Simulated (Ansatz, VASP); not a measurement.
# Cross-check of Al35CuN36 (Cu_Al) between VASP and Ansatz

Aim: how closely do two programs agree when they are given the same cell, functional and k mesh? Of the first pair: The structure shown is the start of the Ansatz relaxation below; VASP solves that cell, so the two are compared at the walk's first step.

Main program and level: Ansatz 0.2.0; plane waves, with VASP 6.6.1 beside it; single point at r2SCAN.

### 1. The structure

The cell holds 72 atoms: 35 Al, 36 N and 1 Cu. Cell: a = 9.320 Å, b = 9.320 Å, c = 9.956 Å, α = 90.0°, β = 90.0°, γ = 120.0°. It derives from AlN (AlN (P6_3mc)). Nearest the centre at fractional (0.444, 0.556, 0.500): Cu72 at 0.05 Å, N56 at 1.87 Å, N40 at 1.90 Å, N55 at 1.91 Å, N52 at 1.93 Å, Al7 at 3.03 Å, Al22 at 3.04 Å, Al17 at 3.07 Å. The cell carries charge +1.

Structure file:

```xyz
72
Lattice="9.3196 0.0000 0.0000 -4.6598 8.0710 0.0000 0.0000 0.0000 9.9565" Properties=species:S:1:pos:R:3 pbc="T T T"
Al    1.5218    0.8649    2.5073
Al   -0.0434    1.7983    4.9986
Al    1.5665    0.8506    7.4495
Al    0.0444    1.7715    9.9461
Al   -0.0426    3.6130    2.4891
Al   -1.5576    4.4914    4.9250
Al    0.0447    3.5780    7.4429
Al   -1.5042    4.4744    9.9509
Al   -1.5462    6.2875    2.4367
Al   -3.0649    7.1479    4.9652
Al   -1.5353    6.2307    7.4634
Al   -3.0884    7.2087    9.9212
Al    4.6850    0.8774    2.4465
Al    3.1025    1.7819    5.0227
Al    4.7039    0.8795    7.4794
Al    3.1414    1.7736    9.9227
Al    3.1114    3.5417    2.5055
Al    3.0916    3.5485    7.4914
Al    1.5837    4.5201    9.9362
Al    1.5478    6.2702    2.4360
Al   -0.0221    7.2149    4.9554
Al    1.5894    6.2783    7.4288
Al    0.0426    7.2002    9.9501
Al    7.7942    0.9383    2.4838
Al    6.2133    1.8427    4.9835
Al    7.7911    0.9166    7.4247
Al    6.1943    1.8305    0.0240
Al    6.2387    3.6127    2.5196
Al    4.6560    4.4702    5.0222
Al    6.1691    3.6071    7.4765
Al    4.6597    4.4559    9.9111
Al    4.6313    6.3181    2.4792
Al    3.1462    7.1874    4.9468
Al    4.7073    6.2620    7.4634
Al    3.0768    7.1980    0.0284
N     1.5205    0.9220    4.4129
N     0.0164    1.7744    1.8525
N     1.5368    0.8671    9.3997
N    -0.0127    1.7878    6.8259
N     0.0215    3.5446    4.3698
N    -1.5417    4.4639    1.8514
N    -0.0392    3.5660    9.3858
N    -1.5239    4.5179    6.8958
N    -1.5507    6.3200    4.3587
N    -3.0584    7.1631    1.8880
N    -1.5555    6.3263    9.3529
N    -3.1117    7.1565    6.8275
N     4.6669    0.9040    4.4338
N     3.0689    1.8261    1.9010
N     4.6722    0.8721    9.3214
N     3.1301    1.8122    6.8340
N     3.1530    3.5763    4.3998
N     1.5240    4.4865    1.8552
N     3.0609    3.5796    9.3440
N     1.5493    4.4348    6.8828
N     1.5682    6.2773    4.4325
N     0.0175    7.1504    1.9360
N     1.5684    6.2528    9.4038
N     0.0065    7.1386    6.9084
N     7.7611    0.8941    4.3352
N     6.1877    1.7688    1.9310
N     7.7185    0.8826    9.3662
N     6.2239    1.8077    6.9207
N     6.2518    3.5755    4.4141
N     4.6615    4.4530    1.8564
N     6.2575    3.6017    9.3455
N     4.6985    4.4942    6.8441
N     4.6441    6.3039    4.3454
N     3.0638    7.1542    1.9124
N     4.6820    6.3001    9.4017
N     3.0770    7.1767    6.9142
Cu    1.5936    4.5088    4.9900
```

### 2. Ansatz: relaxation, r2SCAN

Ansatz runs on its PAW soft_1 files.

The two programs are compared at the cell with which this relaxation starts, whose forces are those of its first step.

Input file input.yaml:

```yaml
crystal:
  lattice:
    - [9.31956554, 9.0e-08, 0.0]
    - [-4.65978284, 8.07098046, 0.0]
    - [0.0, 0.0, 9.95647772]
  atoms:
    - { symbol: Al, position: [0.22222222, 0.11111111, 0.24960167] }
    - { symbol: Al, position: [0.11111111, 0.22222222, 0.49960167] }
    - { symbol: "N", position: [0.22222222, 0.11111111, 0.44039833] }
    - { symbol: "N", position: [0.11111111, 0.22222222, 0.19039833] }
    - { symbol: Al, position: [0.22222222, 0.11111111, 0.74960167] }
    - { symbol: Al, position: [0.11111111, 0.22222222, 0.99960167] }
    - { symbol: "N", position: [0.22222222, 0.11111111, 0.94039833] }
    - { symbol: "N", position: [0.11111111, 0.22222222, 0.69039833] }
    - { symbol: Al, position: [0.22222222, 0.44444444, 0.24960167] }
    - { symbol: Al, position: [0.11111111, 0.55555556, 0.49960167] }
    - { symbol: "N", position: [0.22222222, 0.44444444, 0.44039833] }
    - { symbol: "N", position: [0.11111111, 0.55555556, 0.19039833] }
    - { symbol: Al, position: [0.22222222, 0.44444444, 0.74960167] }
    - { symbol: Al, position: [0.11111111, 0.55555556, 0.99960167] }
    - { symbol: "N", position: [0.22222222, 0.44444444, 0.94039833] }
    - { symbol: "N", position: [0.11111111, 0.55555556, 0.69039833] }
    - { symbol: Al, position: [0.22222222, 0.77777778, 0.24960167] }
    - { symbol: Al, position: [0.11111111, 0.88888889, 0.49960167] }
    - { symbol: "N", position: [0.22222222, 0.77777778, 0.44039833] }
    - { symbol: "N", position: [0.11111111, 0.88888889, 0.19039833] }
    - { symbol: Al, position: [0.22222222, 0.77777778, 0.74960167] }
    - { symbol: Al, position: [0.11111111, 0.88888889, 0.99960167] }
    - { symbol: "N", position: [0.22222222, 0.77777778, 0.94039833] }
    - { symbol: "N", position: [0.11111111, 0.88888889, 0.69039833] }
    - { symbol: Al, position: [0.55555556, 0.11111111, 0.24960167] }
    - { symbol: Al, position: [0.44444444, 0.22222222, 0.49960167] }
    - { symbol: "N", position: [0.55555556, 0.11111111, 0.44039833] }
    - { symbol: "N", position: [0.44444444, 0.22222222, 0.19039833] }
    - { symbol: Al, position: [0.55555556, 0.11111111, 0.74960167] }
    - { symbol: Al, position: [0.44444444, 0.22222222, 0.99960167] }
    - { symbol: "N", position: [0.55555556, 0.11111111, 0.94039833] }
    - { symbol: "N", position: [0.44444444, 0.22222222, 0.69039833] }
    - { symbol: Al, position: [0.55555556, 0.44444444, 0.24960167] }
    - { symbol: Cu, position: [0.44444444, 0.55555556, 0.49960167], spin: 3.0 }
    - { symbol: "N", position: [0.55555556, 0.44444444, 0.44039833] }
    - { symbol: "N", position: [0.44444444, 0.55555556, 0.19039833] }
    - { symbol: Al, position: [0.55555556, 0.44444444, 0.74960167] }
    - { symbol: Al, position: [0.44444444, 0.55555556, 0.99960167] }
    - { symbol: "N", position: [0.55555556, 0.44444444, 0.94039833] }
    - { symbol: "N", position: [0.44444444, 0.55555556, 0.69039833] }
    - { symbol: Al, position: [0.55555556, 0.77777778, 0.24960167] }
    - { symbol: Al, position: [0.44444444, 0.88888889, 0.49960167] }
    - { symbol: "N", position: [0.55555556, 0.77777778, 0.44039833] }
    - { symbol: "N", position: [0.44444444, 0.88888889, 0.19039833] }
    - { symbol: Al, position: [0.55555556, 0.77777778, 0.74960167] }
    - { symbol: Al, position: [0.44444444, 0.88888889, 0.99960167] }
    - { symbol: "N", position: [0.55555556, 0.77777778, 0.94039833] }
    - { symbol: "N", position: [0.44444444, 0.88888889, 0.69039833] }
    - { symbol: Al, position: [0.88888889, 0.11111111, 0.24960167] }
    - { symbol: Al, position: [0.77777778, 0.22222222, 0.49960167] }
    - { symbol: "N", position: [0.88888889, 0.11111111, 0.44039833] }
    - { symbol: "N", position: [0.77777778, 0.22222222, 0.19039833] }
    - { symbol: Al, position: [0.88888889, 0.11111111, 0.74960167] }
    - { symbol: Al, position: [0.77777778, 0.22222222, 0.99960167] }
    - { symbol: "N", position: [0.88888889, 0.11111111, 0.94039833] }
    - { symbol: "N", position: [0.77777778, 0.22222222, 0.69039833] }
    - { symbol: Al, position: [0.88888889, 0.44444444, 0.24960167] }
    - { symbol: Al, position: [0.77777778, 0.55555556, 0.49960167] }
    - { symbol: "N", position: [0.88888889, 0.44444444, 0.44039833] }
    - { symbol: "N", position: [0.77777778, 0.55555556, 0.19039833] }
    - { symbol: Al, position: [0.88888889, 0.44444444, 0.74960167] }
    - { symbol: Al, position: [0.77777778, 0.55555556, 0.99960167] }
    - { symbol: "N", position: [0.88888889, 0.44444444, 0.94039833] }
    - { symbol: "N", position: [0.77777778, 0.55555556, 0.69039833] }
    - { symbol: Al, position: [0.88888889, 0.77777778, 0.24960167] }
    - { symbol: Al, position: [0.77777778, 0.88888889, 0.49960167] }
    - { symbol: "N", position: [0.88888889, 0.77777778, 0.44039833] }
    - { symbol: "N", position: [0.77777778, 0.88888889, 0.19039833] }
    - { symbol: Al, position: [0.88888889, 0.77777778, 0.74960167] }
    - { symbol: Al, position: [0.77777778, 0.88888889, 0.99960167] }
    - { symbol: "N", position: [0.88888889, 0.77777778, 0.94039833] }
    - { symbol: "N", position: [0.77777778, 0.88888889, 0.69039833] }
  host:
    repeats: [3, 3, 2]
    atoms:
      - { symbol: Al, position: [0.66666667, 0.33333333, 0.49920333] }
      - { symbol: Al, position: [0.33333333, 0.66666667, 0.99920333] }
      - { symbol: "N", position: [0.66666667, 0.33333333, 0.88079667] }
      - { symbol: "N", position: [0.33333333, 0.66666667, 0.38079667] }
total_charge: 1
basis:
  ecutwfc: 500
  xc_grid: 2
hamiltonian:
  xc: r2scan
  pseudopotentials: { kind: paw, azcp: { folder: soft_1 } }
kpoints:
  mp_grid: { grid: [1, 1, 1], shift: [0.25, 0.25, 0.25] }
magnetization:
  spin_polarized: true
  initial_magnetization: 3
  spin_locking: { lock_magnetization: hard }
scf:
  occupations: { method: fixed }
  max_iter: 60
output:
  forces: true
  charged_corrections:
    epsilon: [4.49, 4.49, 4.72]
    static_epsilon: [8.15, 8.15, 9.65]
    defect_position: [0.444444, 0.555556, 0.499602]
relax:
  f_tol: 0.02
  max_steps: 80
  random_displacement: { amplitude: 0.05, seed: 9283 }
checkpoint:
  write: "../qp1_M3.relax.run"
  compress: false
  write_wavefunctions: true
  write_every: 100000
```

On the command line:

```bash
> ansatz run input.yaml --threads 4 --pin off --max-ram 15073MiB --backend cpu --events-out ev --progress --plain --runs-dir out
```

Numbers of over 12 decimals in the logs are rounded to 6 here.

Output:

```text
Warning: This run holds its total moment fixed (magnetization.spin_locking.lock_magnetization: hard) and mixes its density by anderson or broyden (scf.mixing.algorithm, typed or taken by auto). Slabs with a fixed moment have converged under broyden above another state at the same moment, at the default mixing steps and at smaller ones, and under scf.lower_state_search: standard, light or off a state that such a mixer [...]
Engine: ansatz 0.2.0, x86_64-unknown-linux-gnu
Pseudopotentials: kind: paw
Pseudopotential: Al, paw, valence charge 3, recommended cutoff 500 eV (meta_gga), soft_1/Al.paw.azcp
Pseudopotential: N, paw, valence charge 5, recommended cutoff 500 eV (meta_gga), soft_1/N.paw.azcp
Pseudopotential: Cu, paw, valence charge 19, recommended cutoff 500 eV (meta_gga), soft_1/Cu.paw.azcp
Functional definition: r2SCAN
  parameter k0 = 0.174
  parameter k1 = 0.065
  parameter a1 = 4.9479
  exchange = r2scan_x(k0 = k0, k1 = k1, a1 = a1)
  correlation = r2scan_c
Crystal: 72 atoms, lattice volume = 748.907 Å³
Basis set: ecut = 500 eV, 18913 PW (Γ), exchange–correlation on 144×144×150 points (8 copies of the dense FFT grid, shifted against one another)
Bands: 225, of which v1, the nominal top of the filled ones, is band 152 counted from 1 (151 counted from 0)
Symmetry: 1 space group operations
k-points: 1
Non-local potential: Al, projectors of the file, l = 0: 2, l = 1: 2, l = 2: 1
Non-local potential: N, projectors of the file, l = 0: 2, l = 1: 2, l = 2: 1
Non-local potential: Cu, projectors of the file, l = 0: 3, l = 1: 2, l = 2: 3, l = 3: 1
PAW form: soft (Blöchl's): semilocal exchange-correlation on the pseudo side does not see the compensation charge
PAW frozen core: Al, regenerated for the run's functional (the file was generated under x = pbe(κ = 0.804, μ = 0.219515), c = pbe(β = 0.066725))
PAW frozen core: N, regenerated for the run's functional (the file was generated under x = pbe(κ = 0.804, μ = 0.219515), c = pbe(β = 0.066725))
PAW frozen core: Cu, regenerated for the run's functional (the file was generated under x = pbe(κ = 0.804, μ = 0.219515), c = pbe(β = 0.066725))
PAW one-centre angular grid: Al, 302 points (default); XC on 160 Gauss nodes
PAW one-centre angular grid: N, 302 points (default); XC on 160 Gauss nodes
PAW one-centre angular grid: Cu, 590 points (default); XC on 160 Gauss nodes
Initial density: superposition of atomic densities (chi_scale 0.1, normalization cell, long waves kept (reshape's long-wave potential 0.28 eV rms))
Starting moments: Σ|m| = 3 μB on 1 of 72 sites
Initial wavefunctions: pseudopotential atomic-orbital guess
Functional: x = r2scan, c = r2scan; τ floored in thin density (d = 2e-4 eV/Å³)
SCF iter   1: F=—  HF=-39551.163848 eV  |F-HF|=—  |Δ(HF+E_count)|=         —  Δρ=7.54e-2 (↑7.54e-2 ↓7.48e-2)  dr2=1.67e2  dr2_τ=4.88e0  dr2_m=7.34e0  M=3.000 μB ∫|m|=3.004 μB  β_m=1.20  ethr=3.10e-3  ⟨swp⟩=5.0  Hψ=1400  notcnv=0  defer=132
preconditioner: auto → Resta (q_TF=auto, 2.346 Å⁻¹)  ε∞=3.4  [insulator: Δε(μ)=0.526 eV  Ē_g=14.989 eV  n_scr=162 (ndim 8)  ℏωp=23.3 eV  f_vac=0.000  ε∞_Penn≈3.4]
spin=Collinear: Resta preconditioning applied to the charge; magnetization (m = ρ↑ − ρ↓) channel mixes plain (no charge-response kernel on spin).
SCF iter   2: F=—  HF=-39514.205498 eV  |F-HF|=—  |Δ(HF+E_count)|=    3.70e1  Δρ=3.58e-2 (↑3.58e-2 ↓3.57e-2)  dr2=4.61e1  dr2_τ=3.93e-1  dr2_m=2.89e-2  M=3.000 μB ∫|m|=3.124 μB  β_m=1.20  ethr=3.10e-3  ⟨swp⟩=3.0  Hψ=785  notcnv=0  defer=142  κ⁻¹=1.0e0(r=1)
SCF iter   3: F=—  HF=-39513.617379 eV  |F-HF|=—  |Δ(HF+E_count)|=   5.88e-1  Δρ=2.42e-2 (↑1.80e-2 ↓2.42e-2)  dr2=8.34e0  dr2_τ=6.97e-2  dr2_m=4.75e-1  M=3.000 μB ∫|m|=3.302 μB  β_m=1.20  ethr=3.10e-3  ⟨swp⟩=3.0  Hψ=642  notcnv=0  defer=137  κ⁻¹=1.3e-1(r=2)
SCF iter   4: F=—  HF=-39515.813604 eV  |F-HF|=—  |Δ(HF+E_count)|=    2.20e0  Δρ=2.02e-2 (↑1.44e-2 ↓2.02e-2)  dr2=3.61e0  dr2_τ=4.34e-2  dr2_m=7.12e-1  M=3.000 μB ∫|m|=3.151 μB  β_m=1.20  ethr=2.75e-3  ⟨swp⟩=2.0  Hψ=774  notcnv=0  defer=141  κ⁻¹=7.6e-2(r=3)
SCF iter   5: F=—  HF=-39515.780567 eV  |F-HF|=—  |Δ(HF+E_count)|=   3.30e-2  Δρ=1.03e-2 (↑9.86e-3 ↓1.03e-2)  dr2=1.49e0  dr2_τ=2.20e-2  dr2_m=1.78e-2  M=3.000 μB ∫|m|=3.176 μB  β_m=1.20  ethr=1.19e-3  ⟨swp⟩=2.0  Hψ=473  notcnv=0  defer=142  κ⁻¹=5.5e-3(r=4)
[...]
k-point 0 ↓: bands = [... 148 lower, 6.6793, 6.7478, 7.5184, 7.7066, 7.8528, 13.0220, 13.0571, 13.1593, ... 69 higher]
--- Relaxed structure (5 steps of the walk, 5 accepted, 0 SCFs on fresh bases) ---
  F+E_penalty+E_count = -39518.49176204 eV   max|allowed force component| = 9.355e-3 eV/Å
  atoms:
    - { symbol: Al, position: [0.222656, 0.110692, 0.249250] }
    - { symbol: Al, position: [0.110319, 0.218813, 0.500648] }
    - { symbol: N, position: [0.222394, 0.110920, 0.440073] }
    - { symbol: N, position: [0.111901, 0.222039, 0.190413] }
    - { symbol: Al, position: [0.222361, 0.110544, 0.750459] }
    - { symbol: Al, position: [0.111294, 0.221496, 0.999371] }
    - { symbol: N, position: [0.222432, 0.111100, 0.940574] }
    - { symbol: N, position: [0.111462, 0.221467, 0.690162] }
    - { symbol: Al, position: [0.223627, 0.444844, 0.245666] }
    - { symbol: Al, position: [0.111213, 0.558540, 0.501209] }
    - { symbol: N, position: [0.217753, 0.442303, 0.438253] }
    - { symbol: N, position: [0.112000, 0.555404, 0.190086] }
    - { symbol: Al, position: [0.218370, 0.442091, 0.749809] }
    - { symbol: Al, position: [0.111403, 0.555894, 0.999239] }
    - { symbol: N, position: [0.222587, 0.444480, 0.939841] }
    - { symbol: N, position: [0.111600, 0.555654, 0.690387] }
    - { symbol: Al, position: [0.222592, 0.777835, 0.249117] }
    - { symbol: Al, position: [0.111467, 0.888991, 0.499796] }
    - { symbol: N, position: [0.222203, 0.778250, 0.440011] }
    - { symbol: N, position: [0.111780, 0.888646, 0.190361] }
    - { symbol: Al, position: [0.222403, 0.777987, 0.750617] }
    - { symbol: Al, position: [0.111596, 0.888827, 0.999940] }
    - { symbol: N, position: [0.222530, 0.777973, 0.940557] }
    - { symbol: N, position: [0.111731, 0.888669, 0.690243] }
    - { symbol: Al, position: [0.556453, 0.110973, 0.248863] }
    - { symbol: Al, position: [0.442120, 0.218260, 0.501195] }
    - { symbol: N, position: [0.556101, 0.110976, 0.439971] }
    - { symbol: N, position: [0.445039, 0.221715, 0.190110] }
    - { symbol: Al, position: [0.556491, 0.111099, 0.750238] }
    - { symbol: Al, position: [0.444530, 0.221353, 0.999265] }
    - { symbol: N, position: [0.555975, 0.111175, 0.940375] }
    - { symbol: N, position: [0.444806, 0.221332, 0.690383] }
    - { symbol: Al, position: [0.556003, 0.444405, 0.245406] }
    - { symbol: Cu, position: [0.445362, 0.555220, 0.498985] }
    - { symbol: N, position: [0.558933, 0.441567, 0.438051] }
    - { symbol: N, position: [0.445301, 0.555138, 0.188732] }
    - { symbol: Al, position: [0.558258, 0.442092, 0.749946] }
    - { symbol: Al, position: [0.445026, 0.555414, 0.997941] }
    - { symbol: N, position: [0.555975, 0.444406, 0.939921] }
    - { symbol: N, position: [0.445086, 0.555131, 0.694798] }
    - { symbol: Al, position: [0.555676, 0.776849, 0.245651] }
    - { symbol: Al, position: [0.441926, 0.889168, 0.501082] }
    - { symbol: N, position: [0.558289, 0.782819, 0.438115] }
    - { symbol: N, position: [0.445019, 0.888445, 0.190171] }
    - { symbol: Al, position: [0.558220, 0.781894, 0.749798] }
    - { symbol: Al, position: [0.444563, 0.888991, 0.999300] }
    - { symbol: N, position: [0.555944, 0.777849, 0.939831] }
    - { symbol: N, position: [0.444721, 0.888757, 0.690288] }
    - { symbol: Al, position: [0.889262, 0.111130, 0.249350] }
[...]
- { symbol: Al, position: [0.889425, 0.443979, 0.248866] }
    - { symbol: Al, position: [0.782176, 0.558393, 0.501131] }
    - { symbol: N, position: [0.889539, 0.444373, 0.439987] }
    - { symbol: N, position: [0.778750, 0.555411, 0.190196] }
    - { symbol: Al, position: [0.889205, 0.443890, 0.750242] }
    - { symbol: Al, position: [0.779014, 0.555851, 0.999301] }
    - { symbol: N, position: [0.889297, 0.444439, 0.940374] }
    - { symbol: N, position: [0.779033, 0.555591, 0.690330] }
    - { symbol: Al, position: [0.889763, 0.777815, 0.249229] }
    - { symbol: Al, position: [0.781606, 0.890115, 0.500638] }
    - { symbol: N, position: [0.889585, 0.778088, 0.440064] }
    - { symbol: N, position: [0.778482, 0.888561, 0.190324] }
    - { symbol: Al, position: [0.889841, 0.778016, 0.750464] }
    - { symbol: Al, position: [0.778905, 0.889096, 0.999337] }
    - { symbol: N, position: [0.889314, 0.777911, 0.940563] }
    - { symbol: N, position: [0.778860, 0.888851, 0.690187] }
```

Reading the cycles: dr2 is the Hartree energy of the density residual (eV), the measure of convergence; HF is the Harris–Foulkes estimate of the energy, which meets the free energy F at convergence.

(Continued in part 2 of 3.)

[Lines on the potential files, build, host, timing and source positions are cut from VASP's logs without a mark.]

[Logs are printed without paths, hosts, clocks, repeated set-up lines and the standing remarks that a program may print on its own settings, such as how far it seeks lower states.]

[Hosts, paths, dates, database ids (printed as entryN), source tags and the programs' standing remarks are cut or masked in the printed files.]
